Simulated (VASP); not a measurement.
Input of a VASP 6.6.1 run:

The input INCAR:

```
ALGO = Fast ; EDIFF = 1E-7
EDIFFG = -0.08 ; ENCUT = 520
GGA = PE ; IBRION = 2
ISIF = 2 ; ISMEAR = -1
IVDW = 12 ; LASPH = True
LCHARG = False ; LREAL = False
LWAVE = False ; NELM = 100
NSW = 45 ; PREC = Accurate
SIGMA = 0.05
```

The input KPOINTS:

```
k-points
0
Gamma
  2 2 1
```

POSCAR

```
Ti
1.0
    5.9000000000      0.0000000000      0.0000000000
    2.9500000000      5.1095500000      0.0000000000
    0.0000000000      0.0000000000     15.6846000000
Ti
12
Selective dynamics
Direct
    0.0000000000      0.0000000000      0.0637568000  F F F
    0.5000000000      0.0000000000      0.0637568000  F F F
    0.0000000000      0.5000000000      0.0637568000  F F F
    0.5000000000      0.5000000000      0.0637568000  F F F
   -0.1666667000      0.3333333000      0.2130944000  T T T
    0.3333333000      0.3333333000      0.2130944000  T T T
   -0.1666667000      0.8333333000      0.2130944000  T T T
    0.3333333000      0.8333333000      0.2130944000  T T T
    0.0000000000      0.0000000000      0.3624319000  T T T
    0.5000000000      0.0000000000      0.3624319000  T T T
    0.0000000000      0.5000000000      0.3624319000  T T T
    0.5000000000      0.5000000000      0.3624319000  T T T
```

Potentials or basis: VASP PAW PBE potentials, release 64 (Ti_sv).

Run with:

```bash
$ cat potpaw_PBE.64/Ti_sv/POTCAR > POTCAR
$ mpirun -np 1 vasp_std > vasp.out
```

(1) Predict the band gap on the k mesh.

(2) What does it give for the energy gained by relaxing?

Answers

(1) none (metal or under the smearing width).

(2) 42.9 meV/atom.

Caveat: the k mesh is coarse (spacing up to 0.61 Å⁻¹), so the values aren't converged.
